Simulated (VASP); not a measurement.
A run of VASP 6.6.1 is set up as follows.

File INCAR:

```
PREC = Accurate
ENCUT = 600
EDIFF = 1E-7
ISMEAR = 0
SIGMA = 0.03
LREAL = F
LASPH = T
NELM = 80
ALGO = Normal
ISIF = 3
LWAVE = F
LCHARG = F
GGA = PE
IBRION = 2
NSW = 90
EDIFFG = -0.005
LATTICE_CONSTRAINTS = .TRUE. .TRUE. .FALSE.
```

Contents of KPOINTS:

```
Automatic mesh
0
Gamma
  15 15 1
```

Contents of POSCAR:

```
BN                                      
1.0
    2.5121111516      0.0000000000      0.0000000000
   -1.2560555758      2.1755520696      0.0000000000
    0.0000000000      0.0000000000     18.0000000000
  B               N             
     1     1
Direct
     0.6666666699999979    0.3333333300000021    0.5000000000000000
     0.3333333300000021    0.6666666699999979    0.5000000000000000
```

Potentials or basis: VASP PAW PBE potentials, release 64 (B, N).

Launch:

```bash
$ cat potpaw_PBE.64/B/POTCAR potpaw_PBE.64/N/POTCAR > POTCAR
$ mpirun -np 1 vasp_std > vasp.out
```

Problem. Predict the band gap on the k mesh.

Solution. 4.66 eV, direct.

Final structure:
```
B N
1.0
     2.51211    0.00000    0.00000
    -1.25606    2.17555    0.00000
     0.00000    0.00000   18.00000
B N
1 1
Direct
  0.66667 0.33333 0.50000
  0.33333 0.66667 0.50000
```

Caveat: the relaxation stopped at its first step, so nothing moved. Expect the measured gap to be larger: semilocal functionals such as PBE lack the derivative discontinuity.
